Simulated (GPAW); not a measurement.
# KBr (I4/mmm) in GPAW: notebook

The runs below take KBr through relaxation of the atoms, with PBE.

Program: GPAW 26.7.0. These are calculated values, not measurements. Logs are shortened: lines on timing, memory, paths and dates and some standing lists are left out, and cuts for length are marked. The log counts tension as positive stress, the text compression.

## Step 1: The cell of the first run

It takes space group I4/mmm (No. 139, tetragonal). Conventional cell: a = 4.667 Å, b = 4.667 Å, c = 6.666 Å, α = 90.00°, β = 90.00°, γ = 90.00°. Br (site symmetry 4/mmm) is surrounded by 6 K at 3.30 to 3.33 Å. Around K (site symmetry 4/mmm) lie 6 Br at 3.30 to 3.33 Å.

## Step 2: Relaxation of the atoms, PBE (strain = 0.01)

run.py

```python
from ase.io import read, write
from ase.optimize import BFGS
from gpaw import GPAW, PW

atoms = read('KBr.xyz')

calc = GPAW(mode=PW(600),
            xc='PBE',
            kpts={'size': (7, 7, 7), 'gamma': True},
            occupations={'name': 'fermi-dirac', 'width': 0.05},
            nbands=16,
            convergence={'density': 1e-05, 'forces': 0.0001},
            maxiter=150,
            txt='gpaw.txt')
atoms.calc = calc
opt = BFGS(atoms, trajectory='relax.traj', logfile='-')
done = opt.run(fmax=0.02, steps=60)
calc.write('gs.gpw')
write('result.traj', atoms)
print('Converged:', done)
print('Cell:', atoms.cell.cellpar().round(4))
print('Volume:', round(atoms.get_volume(), 4))
print(atoms.get_scaled_positions().round(5))
```

KBr.xyz

```xyz
2
Lattice="0.0000000000 3.3000000000 3.3000000000 3.3330000000 0.0000000000 3.3000000000 3.3330000000 3.3000000000 0.0000000000" Properties=species:S:1:pos:R:3 pbc="T T T"
Br     3.3330000000      3.3000000000      3.3000000000
K      0.0000000000      0.0000000000      0.0000000000
```

Potentials or basis: GPAW PAW data sets (gpaw-data 1.2.1), pw.

Run with:

```console
$ OMP_NUM_THREADS=1 python run.py
```

gpaw.txt:

```text
__  _  _
 | _ |_)|_||  |
 |__||  | ||/\| - 26.7.0

Input parameters:
  mode=PW(ecut=600.0),
  convergence={'density': 1e-05, 'forces': 0.0001},
  kpts=MonkhorstPack(size=(7, 7, 7), gamma=True),
  maxiter=150,
  nbands=16,
  occupations=Occupations(name='fermi-dirac', width=0.05),
  xc=XC(name='PBE')

Diagonalizing LCAO Hamiltonian
Converting LCAO to pw mode

                 Br

       K

Atoms  # Å, Bohr magnetons
|   | symbol |        x |        y |        z |    initial magnetic moments |
|---|--------|----------|----------|----------|-----------------------------|
| 0 |     Br | 3.333000 | 3.300000 | 3.300000 | ( 0.0000,  0.0000,  0.0000) |
| 1 |      K | 0.000000 | 0.000000 | 0.000000 | ( 0.0000,  0.0000,  0.0000) |

Unit cell  # Å
| periodic |        x |        y |        z |  lengths |    angles |
|----------|----------|----------|----------|----------|-----------|
|      yes | 0.000000 | 3.300000 | 3.300000 | 4.666905 | 59.670307 |
|      yes | 3.333000 | 0.000000 | 3.300000 | 4.690297 | 60.164846 |
|      yes | 3.333000 | 3.300000 | 0.000000 | 4.690297 | 60.164846 |

Number of symmetries: 16
Symmetry operations  # r_c * U_cc + t_c -> r_c
|    | kind |            matrix            |
|----|------|------------------------------|
|  0 |  σ   |  1, 0, 0,  1, 0,-1,  1,-1, 0 |
|  1 |  C2  |  1, 0, 0,  1,-1, 0,  1, 0,-1 |
|  2 |  E   |  1, 0, 0,  0, 1, 0,  0, 0, 1 |
|  3 |  σ   |  1, 0, 0,  0, 0, 1,  0, 1, 0 |
|  4 |  C2  |  0, 1,-1,  1, 0,-1,  0, 0,-1 |
|  5 |  σ   |  0, 1,-1,  0, 1, 0, -1, 1, 0 |
|  6 |  S4  |  0, 1,-1,  0, 0,-1,  1, 0,-1 |
|  7 |  C4  |  0, 1,-1, -1, 1, 0,  0, 1, 0 |
|  8 |  S4  |  0,-1, 1,  1,-1, 0,  0,-1, 0 |
|  9 |  C4  |  0,-1, 1,  0, 0, 1, -1, 0, 1 |
| 10 |  C2  |  0,-1, 1,  0,-1, 0,  1,-1, 0 |
| 11 |  σ   |  0,-1, 1, -1, 0, 1,  0, 0, 1 |
| 12 |  C2  | -1, 0, 0,  0, 0,-1,  0,-1, 0 |
| 13 |  i   | -1, 0, 0,  0,-1, 0,  0, 0,-1 |
| 14 |  σ   | -1, 0, 0, -1, 1, 0, -1, 0, 1 |
| 15 |  C2  | -1, 0, 0, -1, 0, 1, -1, 1, 0 |

BZ-sampling:
  Number of BZ points: 343
  Number of IBZ points: 40

  Monkhorst-Pack size: [7, 7, 7]
  Monkhorst-Pack shift: [0, 0, 0]

K-points  # in reciprocal-cell coordinates
|     |                                coordinates |     weight |
|-----|--------------------------------------------|------------|
|   0 | (  0.00000000,   0.00000000,   0.00000000) | 0.00291545 |
|   1 | (  0.00000000,   0.14285714,   0.14285714) | 0.00583090 |
|   2 | (  0.00000000,   0.28571429,   0.28571429) | 0.00583090 |
|   3 | (  0.00000000,   0.42857143,   0.42857143) | 0.00583090 |
|   4 | (  0.14285714,  -0.42857143,  -0.42857143) | 0.01166181 |
|   5 | (  0.14285714,   0.14285714,   0.00000000) | 0.01166181 |
|   6 | (  0.14285714,   0.14285714,   0.14285714) | 0.02332362 |
|   7 | (  0.14285714,   0.28571429,   0.14285714) | 0.02332362 |
|   8 | (  0.14285714,   0.28571429,   0.28571429) | 0.02332362 |
|   9 | (  0.14285714,   0.42857143,  -0.42857143) | 0.02332362 |
| ... |                                            |            |
|  39 | (  0.42857143,   0.42857143,   0.42857143) | 0.02332362 |

Plane wave coefficients: 2447
Cutoff: 600.0 eV

Spin-components: 1 (collinear spins)
Bands:           16
Projectors:      10
Spin-degeneracy: 2
Datatype:        complex128

Parallelization:
  kpt:    1
  domain: 1
  band:   1

Density:
  Valence electrons: 16.0
  Components: 1
  Grid points: [27 27 27]
  Charge: 0.0  # |e|

Potential:
  Grid points: [27 27 27]

species:
  Br:
    name:    Bromine
    Z:       35.0
    valence: 7
    core:    28
    charge:  0.0  # [|e|]
    compensation charges:
      type: gauss
      rc: 0.35  # [Å]
      lmax: 2
    cutoffs:
      filter: 1.98  # [Å]
      core: 2.38  # [Å]
    projectors
    | kind |    occ | energy [eV] | rcut [Å] |
    |------|--------|-------------|----------|
    |   4s |  2.000 |     -20.121 |    1.111 |
    |   4p |  5.000 |      -7.861 |    1.111 |
    |    s |        |       7.091 |    1.111 |
    |    p |        |      19.351 |    1.111 |
    |    d |        |       0.000 |    1.111 |

    Using partial waves for Br as LCAO basis

  K:
    name:    Potassium
    Z:       19.0
    valence: 9
    core:    10
    charge:  0.0  # [|e|]
    compensation charges:
      type: gauss
      rc: 0.35  # [Å]
      lmax: 2
    cutoffs:
      filter: 1.91  # [Å]
      core: 1.27  # [Å]
    projectors
    | kind |    occ | energy [eV] | rcut [Å] |
    |------|--------|-------------|----------|
    |   3s |  2.000 |     -35.338 |    1.122 |
    |   4s |  1.000 |      -2.319 |    1.122 |
    |   3p |  6.000 |     -18.813 |    1.106 |
    |    p |        |       8.398 |    1.106 |
    |    d |        |       0.000 |    0.937 |

    Using partial waves for K as LCAO basis

Reference energy: -87284.500948  # eV

eigensolver:
  PPCG
  Converge bands: occupied
  niter=2

density mixing:
  MSR1-Mixer
  Pratt-step length: 0.05
  Maximum mixing coefficient: 0.75
  Old densities: 10
  SVD Regularization: 0.005
  Good broyden scale: 1.0
  Trust region scale: 1.0
  Backstep threshold: 4.0
  History deletion threshold: 6.0
  Fourier metric: weight=20.0, sigma=0.015

occupation numbers:
  Fermi-Dirac:
    width: 0.0500  # eV

poisson solver:
  ecut: 4800.0  # eV

xc functional:
  name: PBE with 2 nearest neighbor stencil

convergence criteria:
- Maximum integral of absolute [dens]ity change: 1e-05 electrons / valence electron
- Maximum change in the atomic [forces] across last 2 cycles: 0.0001 eV/Ang OR
Maximum error relative to the maximum force is below inf
- Maximum [total energy] change in last 3 cyles: 0.0005 eV / valence electron
- Maximum integral of absolute [eigenst]ate change: 4e-08 eV^2 / valence electron
maximum number of iterations: 150

SCF iterations
|iter     | |      energy | eigst |  dens |force |
|---------|-|-------------|-------|-------|------|
|iter:   1| |   -6.511366 | -0.28 |       |      |
|iter:   2| |   -6.487367 | -2.39 | -1.31 |      |
|iter:   3| |   -6.377110 | -2.06 | -1.35 |      |
|iter:   4| |   -6.379423 | -3.31 | -1.71 |      |
|iter:   5| |   -6.381437c| -4.16 | -2.07 |      |
|iter:   6| |   -6.381583c| -5.40 | -2.80 |      |
|iter:   7| |   -6.381593c| -6.69 | -3.53 |      |
|iter:   8| |   -6.381595c| -7.29 | -3.99 |      |
|iter:   9| |   -6.381595c| -8.15c| -5.12c|      |
|iter:  10| |   -6.381595c| -8.39c| -5.51c|-23.43c|

Converged in 10 steps
Energy contributions relative to reference atoms: (reference = -87284.500948)

Energy contributions:
  Kinetic:           4.778881
  Coulomb:          -4.080216
  Zero:             -0.659796
  External:          0.000000
  Xc:               -6.420464
  Entropy:          -0.000000
  Spinorbit:         0.000000
  ----------------------------
  Free energy:      -6.381595
  Extrapolated:     -6.381595

dipole moment: (-24.290924, -24.050420, -24.050420)  # |e|*Ang

Fermi level: 1.543
Eigenvalues  # (at kpt = [0.000, 0.000, 0.000])
| band index |      eig [eV] | occ [0-2] |
|------------|---------------|-----------|
|          0 |       -28.024 |     2.000 |
|          1 |       -12.520 |     2.000 |
|          2 |       -11.534 |     2.000 |
|          3 |       -11.534 |     2.000 |
|          4 |       -11.534 |     2.000 |
|          5 |        -0.255 |     2.000 |
[... 8 lines left out ...]
|         14 |        11.336 |     0.000 |
|         15 |        15.063 |     0.000 |

Gap: 4.414 eV
Transition (v -> c):
  (s=0, k=0, n=7, [0.00, 0.00, 0.00]) -> (s=0, k=0, n=8, [0.00, 0.00, 0.00])
No difference between direct/indirect transitions

Forces  # eV/Ang
|       x |        y |        z |
|---------|----------|----------|
| 0.00000 |  0.00000 | -0.00000 |  # Br   0
| 0.00000 | -0.00000 | -0.00000 |  # K    1

# Writing to gs.gpw (mode='')
```

It took 25 s on 1 thread of Intel Xeon Platinum 8488C (Sapphire Rapids), shared host; peak memory 0.19 GiB.

Results:

* Free energy: -6.3816 eV
* Band gap on the k mesh: 4.41 eV, direct

Final structure:
```
Br K
1.0
     0.00000    3.30000    3.30000
     3.33300    0.00000    3.30000
     3.33300    3.30000    0.00000
Br K
1 1
Cartesian
  3.3330 3.3000 3.3000
  0.0000 0.0000 0.0000
```

Caveat: the density grid can change from cell to cell, which puts small steps into energies and stress; the relaxation stopped at its first step, so nothing moved; later steps reuse the first step's grids; an odd mesh through Γ misses points on the zone boundary, where band edges often lie.

## Step 3: Relaxation of the atoms, PBE (strain = -0.02)

run.py, as its differences from that of step 2:

```diff
@@ -4,3 +4,3 @@
 
-atoms = read('KBr.xyz')
+atoms = read('POSCAR')
```

POSCAR

```
KBr
1.0
    0.0000000000      3.3000000000      3.3000000000
    3.2340000000      0.0000000000      3.3000000000
    3.2340000000      3.3000000000      0.0000000000
Br K
1 1
Direct
    0.5000000000      0.5000000000      0.5000000000
    0.0000000000      0.0000000000      0.0000000000
```

Potentials or basis: GPAW PAW data sets (gpaw-data 1.2.1), pw.

Run with:

```console
$ OMP_NUM_THREADS=1 python run.py
```

gpaw.txt:

```text
__  _  _
 | _ |_)|_||  |
 |__||  | ||/\| - 26.7.0

Input parameters:
  mode=PW(ecut=600.0),
  convergence={'density': 1e-05, 'forces': 0.0001},
  kpts=MonkhorstPack(size=(7, 7, 7), gamma=True),
  maxiter=150,
  nbands=16,
  occupations=Occupations(name='fermi-dirac', width=0.05),
  xc=XC(name='PBE')

Diagonalizing LCAO Hamiltonian
Converting LCAO to pw mode

                 Br

       K

Atoms  # Å, Bohr magnetons
|   | symbol |        x |        y |        z |    initial magnetic moments |
|---|--------|----------|----------|----------|-----------------------------|
| 0 |     Br | 3.234000 | 3.300000 | 3.300000 | ( 0.0000,  0.0000,  0.0000) |
| 1 |      K | 0.000000 | 0.000000 | 0.000000 | ( 0.0000,  0.0000,  0.0000) |

Unit cell  # Å
| periodic |        x |        y |        z |  lengths |    angles |
|----------|----------|----------|----------|----------|-----------|
|      yes | 0.000000 | 3.300000 | 3.300000 | 4.666905 | 60.665990 |
|      yes | 3.234000 | 0.000000 | 3.300000 | 4.620471 | 59.667005 |
|      yes | 3.234000 | 3.300000 | 0.000000 | 4.620471 | 59.667005 |

Number of symmetries: 16
Symmetry operations  # r_c * U_cc + t_c -> r_c
|    | kind |            matrix            |
|----|------|------------------------------|
|  0 |  σ   |  1, 0, 0,  1, 0,-1,  1,-1, 0 |
|  1 |  C2  |  1, 0, 0,  1,-1, 0,  1, 0,-1 |
|  2 |  E   |  1, 0, 0,  0, 1, 0,  0, 0, 1 |
|  3 |  σ   |  1, 0, 0,  0, 0, 1,  0, 1, 0 |
|  4 |  C2  |  0, 1,-1,  1, 0,-1,  0, 0,-1 |
|  5 |  σ   |  0, 1,-1,  0, 1, 0, -1, 1, 0 |
|  6 |  S4  |  0, 1,-1,  0, 0,-1,  1, 0,-1 |
|  7 |  C4  |  0, 1,-1, -1, 1, 0,  0, 1, 0 |
|  8 |  S4  |  0,-1, 1,  1,-1, 0,  0,-1, 0 |
|  9 |  C4  |  0,-1, 1,  0, 0, 1, -1, 0, 1 |
| 10 |  C2  |  0,-1, 1,  0,-1, 0,  1,-1, 0 |
| 11 |  σ   |  0,-1, 1, -1, 0, 1,  0, 0, 1 |
| 12 |  C2  | -1, 0, 0,  0, 0,-1,  0,-1, 0 |
| 13 |  i   | -1, 0, 0,  0,-1, 0,  0, 0,-1 |
| 14 |  σ   | -1, 0, 0, -1, 1, 0, -1, 0, 1 |
| 15 |  C2  | -1, 0, 0, -1, 0, 1, -1, 1, 0 |

BZ-sampling:
  Number of BZ points: 343
  Number of IBZ points: 40

  Monkhorst-Pack size: [7, 7, 7]
  Monkhorst-Pack shift: [0, 0, 0]

K-points  # in reciprocal-cell coordinates
|     |                                coordinates |     weight |
|-----|--------------------------------------------|------------|
|   0 | (  0.00000000,   0.00000000,   0.00000000) | 0.00291545 |
|   1 | (  0.00000000,   0.14285714,   0.14285714) | 0.00583090 |
|   2 | (  0.00000000,   0.28571429,   0.28571429) | 0.00583090 |
[... 55 lines left out ...]

    Using partial waves for Br as LCAO basis

  K:
    name:    Potassium
    Z:       19.0
    valence: 9
    core:    10
    charge:  0.0  # [|e|]
    compensation charges:
      type: gauss
      rc: 0.35  # [Å]
      lmax: 2
    cutoffs:
      filter: 1.91  # [Å]
      core: 1.27  # [Å]
    projectors
    | kind |    occ | energy [eV] | rcut [Å] |
    |------|--------|-------------|----------|
    |   3s |  2.000 |     -35.338 |    1.122 |
    |   4s |  1.000 |      -2.319 |    1.122 |
    |   3p |  6.000 |     -18.813 |    1.106 |
    |    p |        |       8.398 |    1.106 |
    |    d |        |       0.000 |    0.937 |

    Using partial waves for K as LCAO basis

Reference energy: -87284.500948  # eV

eigensolver:
  PPCG
  Converge bands: occupied
  niter=2

density mixing:
  MSR1-Mixer
  Pratt-step length: 0.05
  Maximum mixing coefficient: 0.75
  Old densities: 10
  SVD Regularization: 0.005
  Good broyden scale: 1.0
  Trust region scale: 1.0
  Backstep threshold: 4.0
  History deletion threshold: 6.0
  Fourier metric: weight=20.0, sigma=0.015

occupation numbers:
  Fermi-Dirac:
    width: 0.0500  # eV

poisson solver:
  ecut: 4800.0  # eV

xc functional:
  name: PBE with 2 nearest neighbor stencil

convergence criteria:
- Maximum integral of absolute [dens]ity change: 1e-05 electrons / valence electron
- Maximum change in the atomic [forces] across last 2 cycles: 0.0001 eV/Ang OR
Maximum error relative to the maximum force is below inf
- Maximum [total energy] change in last 3 cyles: 0.0005 eV / valence electron
- Maximum integral of absolute [eigenst]ate change: 4e-08 eV^2 / valence electron
maximum number of iterations: 150

SCF iterations
|iter     | |      energy | eigst |  dens |force |
|---------|-|-------------|-------|-------|------|
|iter:   1| |   -6.491313 | -0.27 |       |      |
|iter:   2| |   -6.468985 | -2.38 | -1.32 |      |
|iter:   3| |   -6.364777 | -2.08 | -1.35 |      |
|iter:   4| |   -6.367094 | -3.34 | -1.72 |      |
|iter:   5| |   -6.369121c| -4.17 | -2.08 |      |
|iter:   6| |   -6.369262c| -5.42 | -2.81 |      |
|iter:   7| |   -6.369271c| -6.73 | -3.54 |      |
|iter:   8| |   -6.369273c| -7.31 | -3.99 |      |
|iter:   9| |   -6.369273c| -8.18c| -5.14c|      |
|iter:  10| |   -6.369273c| -8.45c| -5.53c|-23.53c|

Converged in 10 steps
Energy contributions relative to reference atoms: (reference = -87284.500948)

Energy contributions:
  Kinetic:           5.630838
  Coulomb:          -4.742692
  Zero:             -0.663344
  External:          0.000000
  Xc:               -6.594075
  Entropy:          -0.000000
  Spinorbit:         0.000000
  ----------------------------
  Free energy:      -6.369273
  Extrapolated:     -6.369273

dipole moment: (-23.568223, -24.049207, -24.049207)  # |e|*Ang

Fermi level: 1.759
Eigenvalues  # (at kpt = [0.000, 0.000, 0.000])
| band index |      eig [eV] | occ [0-2] |
|------------|---------------|-----------|
|          0 |       -27.792 |     2.000 |
|          1 |       -12.390 |     2.000 |
|          2 |       -11.306 |     2.000 |
|          3 |       -11.305 |     2.000 |
|          4 |       -11.305 |     2.000 |
|          5 |        -0.089 |     2.000 |
[... 8 lines left out ...]
|         14 |        11.583 |     0.000 |
|         15 |        15.633 |     0.000 |

Gap: 4.488 eV
Transition (v -> c):
  (s=0, k=0, n=7, [0.00, 0.00, 0.00]) -> (s=0, k=0, n=8, [0.00, 0.00, 0.00])
No difference between direct/indirect transitions

Forces  # eV/Ang
|       x |        y |        z |
|---------|----------|----------|
| 0.00000 |  0.00000 | -0.00000 |  # Br   0
| 0.00000 | -0.00000 | -0.00000 |  # K    1

# Writing to gs.gpw (mode='')
```

Wall time 22 s (1 thread of Arm Neoverse V2, shared host); peak memory 0.19 GiB.

Results:

| Property | Result |
| --- | --- |
| Free energy | -6.3693 eV |
| Band gap on the k mesh | 4.49 eV, direct |

Final structure:
```xyz
2
Lattice="0.0000 3.3000 3.3000 3.2340 0.0000 3.3000 3.2340 3.3000 0.0000" Properties=species:S:1:pos:R:3 pbc="T T T"
Br    3.2340    3.3000    3.3000
K     0.0000    0.0000    0.0000
```

Levels at points of the mesh, in eV from the valence-band top:
| k point | band 4 | band 5 | band 6 | band 7 | band 8 | band 9 | band 10 | band 11 | band 12 |
| --- | --- | --- | --- | --- | --- | --- | --- | --- | --- |
| (0.00, 0.00, 0.00) | -11.23 | -11.23 | -0.01 | -0.01 | 0.00 | 4.49 | 7.56 | 7.56 | 7.68 |

Caveat: the density grid can change from cell to cell, which puts small steps into energies and stress; the relaxation stopped at its first step, so nothing moved; later steps reuse the first step's grids.
